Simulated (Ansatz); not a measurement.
## AlN (F-43m), quasi-harmonic thermal expansion: input and output

Level of theory: PBEsol, PAW on Ansatz 0.2.0's default frozen-core files (fitted under PBE), scalar-relativistic.

The cell comes from a PAW relaxation under the same functional.

The structure is one entry of a database and needn't be the stable phase.

Command:

```sh
ansatz run input.yaml --threads 2 --pin off --max-ram 5120MiB --backend cpu --events-out ev --progress --plain --runs-dir out
```

Input:

```yaml
crystal:
  lattice:
    - [0.0, 2.18867784058, 2.18867784058]
    - [2.18867784058, 0.0, 2.18867784058]
    - [2.18867784058, 2.18867784058, 0.0]
  atoms:
    - { symbol: Al, position: [0.0, 0.0, 0.0] }
    - { symbol: "N", position: [0.25, 0.25, 0.25] }
kpoints:
  mp_grid: { grid: [8, 8, 8] }
scf:
  occupations: { method: fixed }
hamiltonian:
  xc: pbesol
  pseudopotentials: { kind: paw }
phonons:
  qmesh: [4, 4, 4]
  thermal_expansion: {}
  temperatures: { t_min: 0, t_max: 500, t_step: 50 }
```

Output (shortened where marked):

```
Warning: phonons: the dynamical matrix that this run interpolates holds no multipole term above the dipole-dipole one, and a site of this crystal is no centre of inversion, so its interpolated transverse optical and acoustic branches and sound speeds can stay off near Gamma, and the density of states and the thermodynamics with them. What a run solves at a wave vector of phonons.qpoints, Gamma apart, where the deck ...
Warning: RAYON_NUM_THREADS=2 ignored (pool sized by the plan → 2); use --threads N
The last accepted step is kept in <dir> (removed where the run ends without a failure and the disk answers)
Engine: ansatz 0.2.0, aarch64-unknown-linux-gnu
Pseudopotentials: kind: paw
Pseudopotential: Al, paw, valence charge 3, recommended cutoff 420 eV (normal), Al.paw.azcp
Pseudopotential: N, paw, valence charge 5, recommended cutoff 420 eV (normal), N.paw.azcp
Functional definition: PBEsol
  exchange = pbesol_x
  correlation = pbesol_c
Crystal: 2 atoms, lattice volume = 20.969 Å³
Basis set: ecut = 487.2 eV, 531 PW (Γ), exchange–correlation on 48×48×48 points (8 copies of the dense FFT grid, shifted against one another)
Bands: 8, of which v1, the nominal top of the filled ones, is band 4 counted from 1 (3 counted from 0)
Symmetry: 24 space group operations
Space group: F-43m (ITA 216), of the structure as read, at distance tolerance 2.8e-5 Å
k-points: 29 of 512 (time reversal used)
Non-local potential: Al, projectors of the file, l = 0: 2, l = 1: 2, l = 2: 1
Non-local potential: N, projectors of the file, l = 0: 2, l = 1: 2, l = 2: 1
PAW form: soft (Blöchl's): semilocal exchange-correlation on the pseudo side does not see the compensation charge
PAW frozen core: Al, regenerated for the run's functional, and the local potential with it (the file was generated under x = pbe(κ = 0.804, μ = 0.2195149727645171), c = pbe(β = 0.06672455060314922))
PAW frozen core: N, regenerated for the run's functional, and the local potential with it (the file was generated under x = pbe(κ = 0.804, μ = 0.2195149727645171), c = pbe(β = 0.06672455060314922))
PAW one-centre angular grid: Al, 110 points (default); XC on 64 Gauss nodes
PAW one-centre angular grid: N, 110 points (default); XC on 64 Gauss nodes
Initial density: superposition of atomic densities (neutral atoms: chi_scale 0, normalization atom), corrected by the library's trained network
Initial wavefunctions: pseudopotential atomic-orbital guess
Functional: x = pbesol(κ = 0.804, μ = 0.12345679012345678), c = pbesol(β = 0.046)
SCF iter   1: F=—  HF=-905.924759 eV  |F-HF|=—  |Δ(HF+E_count)|=         —  Δρ=9.80e-3  dr2=2.17e-2  ethr=1.77e-3  ⟨swp⟩=4.7  Hψ=1540  notcnv=0  defer=9
preconditioner: auto → none  [insulator: Δε(μ)=3.047 eV  Ē_g=15.176 eV  n_scr=0 (ndim 8)  ℏωp=22.9 eV  f_vac=0.000  ε∞_Penn≈3.3]
SCF iter   2: F=—  HF=-905.919459 eV  |F-HF|=—  |Δ(HF+E_count)|=   5.30e-3  Δρ=4.24e-3  dr2=2.87e-3  ethr=2.71e-4  ⟨swp⟩=2.6  Hψ=574  notcnv=0  defer=55
SCF iter   3: F=—  HF=-905.918562 eV  |F-HF|=—  |Δ(HF+E_count)|=   8.97e-4  Δρ=6.90e-4  dr2=4.80e-5  ethr=3.59e-5  ⟨swp⟩=2.5  Hψ=381  notcnv=0  defer=52
[... 20 lines left out ...]
  E_hartree    = 76.384262
  E_xc         = -100.582435
  E_vxc        = -107.319974  (∫ρ·V_xc dr)
  E_paw        = -577.772938  (= ΣΔE_a)
  E_vpaw       = -23.323629  (= ΣTr[D̂ρ^β])
  E_aug_tail   = 0.000027  (compensation charges beyond the density's cutoff)
  E_ewald      = -295.968754
  E_core_change = 0.047238  (= ΣΔE_core)
  E_smearing   = -0.000000  (= −TS)
  E_closure    = 0.000000  (closes the sum)
  Σ components = -905.918594   (vs F -905.918594, Δ=0.00e0)
--- Forces (eV/Å), atoms counted from 1 ---
  atom   1  Al     0.00000000    -0.00000000     0.00000000
  atom   2  N     -0.00000000     0.00000000     0.00000000
  max |Σ_I F_I| component: 1.57e-16 eV/Å
--- Stress (GPa, compression-positive) ---
        0.042243       0.000000      -0.000000
        0.000000       0.042243       0.000000
       -0.000000       0.000000       0.042243
  P = ⅓ Tr σ = 0.0422 GPa (0.422 kbar)
── thermal expansion: 3 new cells, 3 in all ──
thermal expansion: relaxation of cell 2
thermal expansion: relaxation of cell 3
── thermal expansion: 2 new cells, 5 in all ──
thermal expansion: relaxation of cell 4
thermal expansion: lower-state search of cell 4
thermal expansion: phonons of cell 4
thermal expansion: relaxation of cell 5
thermal expansion: phonons of cell 5
── thermal expansion: 5 new cells, 10 in all ──
thermal expansion: relaxation of cell 6
thermal expansion: relaxation of cell 7
thermal expansion: relaxation of cell 8
thermal expansion: relaxation of cell 9
thermal expansion: relaxation of cell 10
thermal expansion: phonons of cell 6
thermal expansion: phonons of cell 7
--- Relaxed structure (1 steps of the walk, 1 accepted, 0 SCFs on fresh bases) ---
  F+E_penalty+E_count = -905.91859370 eV   max|allowed force component| = 1.804e-16 eV/Å
  atoms:
    - { symbol: Al, position: [0.0, 0.0, 0.0] }
    - { symbol: N, position: [0.25, 0.25, 0.25] }
--- Thermal expansion: 10 cells in 3 rounds, 0 GPa ---
  no lower state was reached at cell 4
  without vibrations: a 3.09547, b 3.09547, c 3.09547 Å, V 20.9733 Å³, B 200.52 GPa
  at 0 K: a 3.10395, b 3.10395, c 3.10395 Å, V 21.1460 Å³, B 196.45 GPa
  zero-point expansion: a +0.274, b +0.274, c +0.274, V +0.823 %
      T/K        a/Å        b/Å        c/Å       V/Å³ | expansion of a, b, c, V (1e-6/K)   | that of V in the mean from 25 °C | C_P, C_V (J/mol K of the cell) | B_T, B_S (GPa)
     0.00    3.10395    3.10395    3.10395    21.1460 |    0.00    0.00    0.00    0.00 |    3.41 |     0.000     0.000 |   196.45   196.45
    50.00    3.10395    3.10395    3.10395    21.1460 |    0.01    0.01    0.01    0.04 |    4.10 |     0.922     0.922 |   196.45   196.45
   100.00    3.10396    3.10396    3.10396    21.1463 |    0.22    0.22    0.22    0.66 |    5.07 |     6.103     6.103 |   196.40   196.40
   150.00    3.10404    3.10404    3.10404    21.1478 |    0.83    0.83    0.83    2.50 |    6.28 |    13.123    13.121 |   196.22   196.26
   200.00    3.10423    3.10423    3.10423    21.1518 |    1.70    1.70    1.70    5.09 |    7.56 |    20.123    20.110 |   195.88   196.00
   250.00    3.10456    3.10456    3.10456    21.1586 |    2.56    2.56    2.56    7.67 |    8.76 |    26.160    26.123 |   195.39   195.66
   298.15    3.10500    3.10500    3.10500    21.1675 |    3.26    3.26    3.26    9.79 |       - |    30.817    30.746 |   194.82   195.27
   300.00    3.10502    3.10502    3.10502    21.1679 |    3.29    3.29    3.29    9.86 |    9.82 |    30.974    30.902 |   194.80   195.25
   350.00    3.10558    3.10558    3.10558    21.1793 |    3.87    3.87    3.87   11.62 |   10.74 |    34.699    34.582 |   194.14   194.80
   400.00    3.10622    3.10622    3.10622    21.1924 |    4.34    4.34    4.34   13.01 |   11.53 |    37.564    37.397 |   193.45   194.31
   450.00    3.10692    3.10692    3.10692    21.2068 |    4.71    4.71    4.71   14.12 |   12.22 |    39.782    39.561 |   192.72   193.80
   500.00    3.10767    3.10767    3.10767    21.2223 |    5.00    5.00    5.00   15.01 |   12.81 |    41.519    41.243 |   191.98   193.26
  the static fit leaves 0.001 meV an atom of the energies and, of the stresses, 0.000 GPa of each cell's largest along a strain (root mean squares over the cells), whose Pulay part it has at -0.014 GPa
  vibrations' free energy: its fit passes through its cells
  the electrons' free energy at temperature is not in it: every band gap is over 0.52 eV
  free energies summed between the sampled wave vectors
  estimated error of the fitted expansion in any direction: up to 0.007e-6/K, at 400 K, with few degrees of freedom (an estimate, not a bound: it was exceeded on models of known expansion)
  by sums over the sampled wave vectors an expansion of the volume parts by up to 0.27e-6/K
  by a static energy of one degree less an expansion of the volume parts by up to 0.00e-6/K
  band gaps on the cells' k-points are 3.176 to 3.206 eV
```

Self-consistency was reached.

Head of thermal_expansion.tsv:

```
# thermal expansion in the quasi-harmonic approximation; lengths in Å, angles in degrees, expansions in K^-1, heat capacities and entropies in eV/K of the cell, energies in eV of the cell
# pressure_gpa: 0
# no lower state was reached at cell 4
# cell 1, search: [[0.0, 2.18867784058, 2.18867784058], [2.18867784058, 0.0, 2.18867784058], [2.18867784058, 2.18867784058, 0.0]] Å
# cell 2, search: [[0.0, 2.20618726330464, 2.20618726330464], [2.20618726330464, 0.0, 2.20618726330464], [2.20618726330464, 2.20618726330464, 0.0]] Å
# cell 3, search: [[0.0, 2.171307381527778, 2.171307381527778], [2.171307381527778, 0.0, 2.171307381527778], [2.171307381527778, 2.171307381527778, 0.0]] Å
# cell 4, equilibrium: [[0.0, 2.1889608118945842, 2.1889608118945842], [2.1889608118945842, 0.0, 2.1889608118945842], [2.1889608118945842, 2.1889608118945842, 0.0]] Å
# cell 5, direction_probe: [[0.0, 2.199905615954057, 2.199905615954057], [2.199905615954057, 0.0, 2.199905615954057], [2.199905615954057, 2.199905615954057, 0.0]] Å
# cell 6, path: [[0.0, 2.194061594370707, 2.194061594370707], [2.194061594370707, 0.0, 2.194061594370707], [2.194061594370707, 2.194061594370707, 0.0]] Å
# cell 7, path: [[0.0, 2.20429884501137, 2.20429884501137], [2.20429884501137, 0.0, 2.20429884501137], [2.20429884501137, 2.20429884501137, 0.0]] Å
# cell 8, static_along: [[0.0, 2.167234288155822, 2.167234288155822], [2.167234288155822, 0.0, 2.167234288155822], [2.167234288155822, 2.167234288155822, 0.0]] Å
# cell 9, static_along: [[0.0, 2.178070459596601, 2.178070459596601], [2.178070459596601, 0.0, 2.178070459596601], [2.178070459596601, 2.178070459596601, 0.0]] Å
# cell 10, static_along: [[0.0, 2.212008117185466, 2.212008117185466], [2.212008117185466, 0.0, 2.212008117185466], [2.212008117185466, 2.212008117185466, 0.0]] Å
# free energies summed between the sampled wave vectors
# fit_thermal_expansion_error: an estimate, not a bound: it was exceeded on models of known expansion
# T[K]	a	b	c	alpha	beta	gamma	volume	a_expansion	b_expansion	c_expansion	volumetric_expansion	alpha_rate[deg/K]	beta_rate[deg/K]	gamma_rate[deg/K]	mean_volumetric_expansion	C_P	C_V	entropy	helmholtz_free_energy	gibbs_fre
```

Thermal expansion:

Quasi-harmonic lattice of a crystal by Kohn-Sham DFT: finite-displacement phonons on strained cells about the given cell, electrons' free energy included in metals.

```
temperature (K)  volume expansion coefficient (×10⁻⁶/K)  volume over given cell less one (%)  heat capacity constant pressure (k_B/atom)  isothermal bulk modulus (GPa)  grueneisen parameter
             50                                 0.03654                               0.8446                                     0.05544                          196.4               0.09914
            100                                  0.6617                               0.8459                                       0.367                          196.4                0.2712
            150                                   2.497                               0.8534                                      0.7892                          196.2                0.4756
            200                                   5.094                               0.8724                                        1.21                          195.9                0.6321
            250                                   7.668                               0.9048                                       1.573                          195.4                0.7308
            300                                   9.859                               0.9492                                       1.863                          194.8                0.7923
            350                                   11.62                                1.004                                       2.087                          194.1                0.8321
            400                                   13.01                                1.066                                       2.259                          193.4                0.8592
            450                                   14.12                                1.135                                       2.392                          192.7                0.8784
            500                                   15.01                                1.208                                       2.497                            192                0.8926
```

Keep in mind: frozen-core PAW files fitted under PBE, their cores solved anew for the functional of the run; this zinc-blende form is metastable at ambient conditions; expansion moves with the q mesh.

Time and hardware: 9 min on 2 threads of Arm Neoverse V1, on a shared host, peak memory 0.52 GiB.
